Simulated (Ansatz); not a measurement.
# FeO (P4_2/mmc) in Ansatz: a series of runs, part 2 of 2

Ansatz 0.2.0. The steps go on from the part before.

## Step 3: Projected density of states, PBEsol+U, collinear spin, ferromagnetic start

File input.yaml:

```yaml
crystal:
  lattice:
    - [3.0458920022, 0.0, 0.0]
    - [0.0, 3.0458920022, 0.0]
    - [0.0, 0.0, 5.464211507]
  atoms:
    - { symbol: Fe, position: [0.5, 0.0, 0.5], spin: 3.0 }
    - { symbol: Fe, position: [0.0, 0.5, 0.0], spin: 3.0 }
    - { symbol: O, position: [0.5, 0.5, 0.25] }
    - { symbol: O, position: [0.5, 0.5, 0.75] }
hamiltonian:
  xc: pbesol
  pseudopotentials: { kind: paw }
  hubbard: { sites: [{ species: Fe, l: d, u_eff: 6.0 }] }
magnetization:
  spin_polarized: true
kpoints:
  mp_grid: { grid: [9, 9, 5] }
scf:
  occupations: { method: fermi_dirac, width: 0.05 }
  n_extra_bands: 10
output:
  forces: true
  stress: true
  eigenvalues: true
  dos: { projected: true, de: 0.05, nscf_kmesh: { grid: [14, 14, 8] } }
```

Potentials or basis: Ansatz PAW.

The run is started by

```
$ ansatz run input.yaml --threads 2 --pin off --max-ram 5632MiB --backend cpu --events-out ev --progress --plain --runs-dir out
```

It took 50 s on 2 threads of Arm Neoverse V2, shared host; peak memory 1.2 GiB.

It converged, with:

```yaml
Free_energy: -10014.1139 eV
Pressure: -1.2 GPa
Band_gap_on_the_k_mesh: 0.29 eV, indirect (least direct gap 0.76 eV)
Net_moment: 8.00 μB per cell
Absolute_moment: 8.03 μB per cell
Site_moments: Fe +3.43; O +0.15 μB
```

Stress tensor (GPa, compression positive):
```
-0.56  0.00  0.00
 0.00 -0.56  0.00
 0.00  0.00 -2.54
```

Levels at points of the mesh, in eV from the valence-band top:
Spin up:
| k point | band 23 | band 24 | band 25 | band 26 | band 27 | band 28 | band 29 | band 30 |
| --- | --- | --- | --- | --- | --- | --- | --- | --- |
| (0.00, 0.00, 0.00) | -3.17 | -2.55 | -0.47 | -0.47 | 0.29 | 4.53 | 6.41 | 12.20 |
Spin down:
| k point | band 15 | band 16 | band 17 | band 18 | band 19 | band 20 | band 21 | band 22 |
| --- | --- | --- | --- | --- | --- | --- | --- | --- |
| (0.00, 0.00, 0.00) | -3.48 | -2.82 | -2.82 | -2.23 | 1.40 | 2.33 | 3.30 | 3.55 |

States per cell in windows of 0.5 eV (zero at the valence-band top; states under -8 eV left out):
```tsv
from (eV)	up	down	Fe 3d down	Fe 3d up	O 2p down	O 2p up	Fe 4s up	Fe 4s down
-8.0	2.09	0.00	0.00	1.61	0.00	0.44	0.03	0.00
-7.5	1.13	0.00	0.00	0.94	0.00	0.16	0.02	0.00
-7.0	1.63	0.02	0.00	1.43	0.01	0.17	0.01	0.00
-6.5	2.70	0.16	0.02	2.57	0.11	0.10	0.01	0.02
-6.0	1.02	0.53	0.08	0.88	0.38	0.09	0.03	0.06
-5.5	0.73	0.85	0.14	0.55	0.61	0.14	0.02	0.08
-5.0	0.18	0.67	0.09	0.08	0.51	0.08	0.02	0.04
-4.5	0.83	0.97	0.19	0.27	0.71	0.40	0.13	0.03
-4.0	1.16	1.42	0.48	0.29	0.85	0.73	0.09	0.06
-3.5	0.68	1.18	0.38	0.15	0.75	0.48	0.03	0.03
-3.0	1.17	1.00	0.25	0.18	0.70	0.92	0.04	0.03
-2.5	0.34	0.46	0.20	0.06	0.22	0.26	0.01	0.03
-2.0	0.40	0.33	0.24	0.09	0.06	0.28	0.01	0.03
-1.5	0.43	0.40	0.31	0.08	0.07	0.32	0.01	0.02
-1.0	0.65	0.00	0.00	0.12	0.00	0.51	0.00	0.00
-0.5	0.15	0.00	0.00	0.03	0.00	0.12	0.00	0.00
0.0	0.00	0.00	0.00	0.00	0.00	0.00	0.00	0.00
0.5	0.01	0.00	0.00	0.00	0.00	0.00	0.01	0.00
1.0	0.03	0.00	0.00	0.00	0.00	0.00	0.01	0.00
1.5	0.05	0.02	0.01	0.00	0.00	0.01	0.02	0.01
2.0	0.09	0.21	0.13	0.00	0.01	0.02	0.03	0.03
2.5	0.16	1.15	0.92	0.01	0.03	0.03	0.06	0.08
3.0	0.50	2.13	1.80	0.01	0.08	0.07	0.13	0.09
3.5	0.25	2.99	2.60	0.01	0.14	0.05	0.09	0.07
4.0	0.29	1.42	1.15	0.01	0.12	0.05	0.13	0.04
4.5	0.51	0.97	0.64	0.01	0.19	0.09	0.24	0.05
5.0	0.10	0.37	0.11	0.00	0.07	0.02	0.04	0.10
5.5	0.03	0.64	0.08	0.00	0.10	0.00	0.01	0.26
6.0	0.07	0.10	0.01	0.00	0.01	0.01	0.03	0.04
6.5	0.12	0.03	0.00	0.00	0.00	0.01	0.03	0.01
7.0	0.16	0.09	0.00	0.00	0.01	0.01	0.03	0.03
7.5	0.17	0.13	0.00	0.00	0.01	0.01	0.03	0.03
```

Eigenvalues of the final occupation matrices:
| site | spin | trace | eigenvalues |
| --- | --- | --- | --- |
| site 1 | 1 | 4.96 | 0.97 0.99 1.00 1.00 1.00 |
| site 1 | 2 | 1.19 | 0.02 0.03 0.04 0.16 0.94 |
| site 2 | 1 | 4.96 | 0.97 0.99 1.00 1.00 1.00 |
| site 2 | 2 | 1.19 | 0.02 0.03 0.04 0.16 0.94 |

Caveat: the magnetic or orbital state may not be the lowest; odd divisions of the mesh miss points on the zone boundary, where band edges often lie, so the gap on the mesh can be too wide; the pressure holds a Pulay correction of +0.5 GPa for the finite cutoff; only a ferromagnetic start was run, and an antiferromagnetic order may lie lower in energy; the PAW data sets come from PBE, with cores solved anew for the run's functional, which leaves a small shift of forces and pressure; the density of states is complete only up to the lowest level of the last band computed.

## Step 4: Projected density of states, PBEsol+U, collinear spin, ferromagnetic start

input.yaml: that of step 3 with these lines changed.

```diff
@@ -13,3 +13,3 @@
   pseudopotentials: { kind: paw }
-  hubbard: { sites: [{ species: Fe, l: d, u_eff: 6.0 }] }
+  hubbard: { sites: [{ species: Fe, l: d, u_eff: 8.0 }] }
 magnetization:
@@ -26 +26,5 @@
   dos: { projected: true, de: 0.05, nscf_kmesh: { grid: [14, 14, 8] } }
+  write_density: true
+  write_potential: true
+  elf: true
+  volumetric_format: npy
```

Potentials or basis: Ansatz PAW.

The run is started by

```
$ ansatz run input.yaml --threads 2 --pin off --max-ram 5632MiB --backend cpu --events-out ev --progress --plain --runs-dir out
```

Output:

```text
Warning: RAYON_NUM_THREADS=2 ignored (pool sized by the plan → 2); use --threads N
Fe: projections on atomic orbitals take those of the free atom [Ne] 3s2 3p6 3d6 4s2, of charge +0.00 (hamiltonian.pseudopotentials.projection_atoms); the dataset's partial waves leave at most 1.1e-6 of an orbital's norm unspanned inside its sphere
O: projections on atomic orbitals take those of the free atom [He] 2s2 2p4, of charge +0.00 (hamiltonian.pseudopotentials.projection_atoms); the dataset's partial waves leave at most 1.9e-8 of an orbital's norm unspanned inside its sphere
scf.n_extra_bands = 10 over 22 filled bands (N_el = 44.0): the run solves 32 bands
Engine: ansatz 0.2.0, aarch64-unknown-linux-gnu
Pseudopotentials: kind: paw
Pseudopotential: Fe, paw, valence charge 16, recommended cutoff 420 eV (normal), Fe.paw.azcp
Pseudopotential: O, paw, valence charge 6, recommended cutoff 420 eV (normal), O.paw.azcp
Functional definition: PBEsol
  exchange = pbesol_x
  correlation = pbesol_c
Crystal: 4 atoms, lattice volume = 50.694 Å³
Basis set: ecut = 420 eV, 987 PW (Γ), exchange–correlation on 48×48×80 points (8 copies of the dense FFT grid, shifted against one another)
Bands: 32, of which v1, the nominal top of the filled ones, is band 22 counted from 1 (21 counted from 0)
[... 77 lines left out ...]
  E_vhub       = -44.650743  (the Hubbard potential's part of the band-sum identity)
  E_paw        = -2984.293302  (= ΣΔE_a)
  E_vpaw       = -679.156032  (= ΣTr[D̂ρ^β])
  E_aug_tail   = 0.005972  (compensation charges beyond the density's cutoff)
  E_ewald      = -4622.780117
  E_core_change = 0.428979  (= ΣΔE_core)
  E_smearing   = -0.000104  (= −TS)
  E_closure    = -0.000000  (closes the sum)
  Σ components = -10013.514783   (vs F -10013.514783, Δ=0.00e0)
--- Forces (eV/Å), atoms counted from 1 ---
  atom   1  Fe     0.00000000    -0.00000000    -0.00000000
  atom   2  Fe     0.00000000    -0.00000000     0.00000000
  atom   3  O      0.00000000     0.00000000     0.00000000
  atom   4  O     -0.00000000     0.00000000    -0.00000000
  max |Σ_I F_I| component: 1.59e-28 eV/Å
--- Stress (GPa, compression-positive) ---
        1.403352       0.000000       0.000000
        0.000000       1.403352       0.000000
        0.000000       0.000000       0.797316
  P = ⅓ Tr σ = 1.2013 GPa (12.013 kbar)
--- Band table (eV; the first three rows and the last of 90) ---
  k-point 0 ↑: bands = ["-79.5000", "-79.4997", "-46.0741", "-46.0741", "-46.0105", "-45.9967", "-44.8831", "-44.8831", "-8.9801", "-7.7736", "0.4400", "1.3911", "1.3911", "1.8002", "2.8373", "2.8373", "2.8804", "2.9279", "2.9669", "3.2681", "5.3537", "7.0595", "7.0595", "7.6950", "9.5654", "9.5654", "10.3382", "14.6461", "16.5398", "22.3154", "23.3264", "23.3264"]
  k-point 1 ↑: bands = ["-79.4999", "-79.4996", "-46.0741", "-46.0741", "-46.0092", "-45.9980", "-44.8831", "-44.8831", "-8.8822", "-7.9116", "0.6302", "1.4298", "1.4298", "1.7346", "2.7490", "2.7490", "2.8886", "2.9586", "2.9902", "3.2558", "5.3802", "7.0988", "7.2482", "7.2482", "9.3978", "9.3978", "10.9497", "14.0305", "17.4313", "22.3940", "22.8034", "23.4870"]
  k-point 2 ↑: bands = ["-79.4997", "-79.4995", "-46.0741", "-46.0741", "-46.0058", "-46.0015", "-44.8831", "-44.8831", "-8.6121", "-8.2445", "1.0743", "1.4983", "1.5023", "1.5023", "2.6011", "2.6011", "2.9101", "2.9369", "3.1210", "3.2162", "5.5776", "6.1700", "7.6249", "7.6249", "9.0506", "9.0506", "12.0155", "13.0562", "19.1322", "21.0809", "22.6441", "23.0819"]
  k-point 44 ↓: bands = ["-75.2277", "-75.2277", "-41.5967", "-41.5938", "-41.5520", "-41.5518", "-41.3231", "-41.3216", "-7.4546", "-7.3118", "4.7450", "4.7599", "5.7195", "5.8310", "6.0295", "6.4613", "8.0925", "8.1437", "12.8239", "13.1131", "14.1704", "14.2294", "14.5988", "14.6236", "14.7670", "14.9940", "15.0930", "15.4726", "20.8708", "20.9649", "21.4255", "21.5684"]
Occupation matrices written to <dir>
```

rho_z.tsv:

```text
# z_ang	rho[e/angstrom^3]	rho_spin[e/angstrom^3]
# format = ansatz-planar-average/11
# lattice	3.045892002	0.000000000	0.000000000
# lattice	0.000000000	3.045892002	0.000000000
# lattice	0.000000000	0.000000000	5.464211507
# sites	4
# site	26	1.522946001	0.000000000	2.732105753
# site	26	0.000000000	1.522946001	0.000000000
# site	8	1.522946001	1.522946001	1.366052877
# site	8	1.522946001	1.522946001	4.098158630
0.000000	2.090088e0	4.786772e-1
0.136605	1.865898e0	4.443384e-1
0.273211	1.357179e0	3.489679e-1
0.409816	8.561748e-1	2.284552e-1
0.546421	5.249210e-1	1.289649e-1
0.683026	3.798369e-1	6.811538e-2
[... 32 lines left out ...]
5.191001	1.357179e0	3.489679e-1
5.327606	1.865898e0	4.443384e-1
```

Wall time 71 s (2 threads of Arm Neoverse V2, shared host); peak memory 1.2 GiB.

What came out:

```
Free energy            : -10013.5148 eV
Pressure               : 1.2 GPa
Band gap on the k mesh : 0.30 eV, indirect (least direct gap 0.77 eV)
Net moment             : 8.00 μB per cell
Absolute moment        : 8.02 μB per cell
Site moments           : Fe +3.45; O +0.11 μB
```

Stress tensor (GPa, compression positive):
```
1.40 0.00 0.00
0.00 1.40 0.00
0.00 0.00 0.80
```

States per cell in windows of 0.5 eV (zero at the valence-band top; states under -8 eV left out):
```tsv
from (eV)	up	down	Fe 3d down	Fe 3d up	O 2p down	O 2p up	Fe 4s up	Fe 4s down
-8.0	1.26	0.00	0.00	1.15	0.00	0.09	0.01	0.00
-7.5	3.05	0.00	0.00	2.93	0.00	0.08	0.01	0.00
-7.0	0.95	0.01	0.00	0.85	0.01	0.06	0.02	0.00
-6.5	0.90	0.15	0.04	0.77	0.10	0.08	0.03	0.02
-6.0	0.25	0.54	0.13	0.19	0.35	0.04	0.00	0.05
-5.5	0.09	0.80	0.21	0.03	0.52	0.04	0.01	0.05
-5.0	0.35	0.83	0.29	0.09	0.45	0.19	0.06	0.06
-4.5	0.87	1.21	0.47	0.18	0.61	0.52	0.13	0.10
-4.0	0.94	1.05	0.24	0.13	0.75	0.69	0.08	0.03
-3.5	0.66	1.21	0.29	0.09	0.89	0.52	0.03	0.02
-3.0	0.93	1.05	0.22	0.09	0.79	0.78	0.03	0.03
-2.5	0.58	0.79	0.23	0.05	0.51	0.50	0.01	0.03
-2.0	0.39	0.34	0.21	0.06	0.11	0.30	0.01	0.02
-1.5	0.42	0.00	0.00	0.06	0.00	0.34	0.01	0.00
-1.0	0.64	0.00	0.00	0.09	0.00	0.53	0.00	0.00
-0.5	0.14	0.00	0.00	0.02	0.00	0.12	0.00	0.00
0.0	0.00	0.00	0.00	0.00	0.00	0.00	0.00	0.00
0.5	0.01	0.00	0.00	0.00	0.00	0.00	0.01	0.00
1.0	0.02	0.00	0.00	0.00	0.00	0.00	0.01	0.00
1.5	0.05	0.02	0.00	0.00	0.00	0.01	0.02	0.01
2.0	0.09	0.06	0.01	0.00	0.01	0.02	0.03	0.02
2.5	0.15	0.16	0.04	0.00	0.01	0.03	0.05	0.05
3.0	0.44	0.40	0.17	0.01	0.02	0.07	0.12	0.09
3.5	0.33	1.32	0.84	0.01	0.05	0.06	0.10	0.13
4.0	0.23	2.06	1.79	0.00	0.09	0.04	0.10	0.06
4.5	0.55	2.59	2.39	0.01	0.11	0.10	0.26	0.03
5.0	0.13	2.00	1.68	0.00	0.17	0.02	0.06	0.07
5.5	0.02	1.16	0.53	0.00	0.20	0.00	0.01	0.24
6.0	0.06	0.23	0.04	0.00	0.03	0.01	0.02	0.08
6.5	0.11	0.02	0.00	0.00	0.00	0.01	0.03	0.01
7.0	0.16	0.08	0.00	0.00	0.01	0.01	0.03	0.03
7.5	0.17	0.12	0.00	0.00	0.01	0.01	0.03	0.03
```

Eigenvalues of the final occupation matrices:
| site | spin | trace | eigenvalues |
| --- | --- | --- | --- |
| site 1 | 1 | 4.97 | 0.97 0.99 1.00 1.00 1.00 |
| site 1 | 2 | 1.17 | 0.02 0.02 0.03 0.14 0.95 |
| site 2 | 1 | 4.97 | 0.97 0.99 1.00 1.00 1.00 |
| site 2 | 2 | 1.17 | 0.02 0.02 0.03 0.14 0.95 |

Caveat: the magnetic or orbital state may not be the lowest; odd divisions of the mesh miss points on the zone boundary, where band edges often lie, so the gap on the mesh can be too wide; the pressure holds a Pulay correction of +0.5 GPa for the finite cutoff; only a ferromagnetic start was run, and an antiferromagnetic order may lie lower in energy; the PAW data sets come from PBE, with cores solved anew for the run's functional, which leaves a small shift of forces and pressure; the density of states is complete only up to the lowest level of the last band computed.
